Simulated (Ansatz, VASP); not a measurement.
## One calculation of Sb, two programs

```
CELL_PARAMETERS angstrom
3.16000 0.00000 0.00000
0.00000 3.16000 0.00000
0.00000 0.00000 3.16000
ATOMIC_POSITIONS crystal
Sb 0.00000 0.00000 0.00000
```

Alike in both runs: task single point; functional PBE; k mesh 12 × 12 × 12; occupations fermi-dirac, width 0.08 eV; no spin polarisation.

|  | VASP | Ansatz |
| --- | --- | --- |
| version | VASP 6.6.1 | Ansatz 0.2.0 |
| potentials or method | VASP PAW PBE potentials, release 64 (Sb), cutoff 520 eV | all-electron LAPW, scalar-relativistic |

|  | VASP | Ansatz | Ansatz less VASP |
| --- | --- | --- | --- |
| pressure (GPa) | -2.3 | -2.2 | +0.05 |

Ansatz ran all-electron here, so the differences hold the error of VASP's frozen core and of both bases.

Spin-orbit coupling is left out, which matters for the levels of Sb.
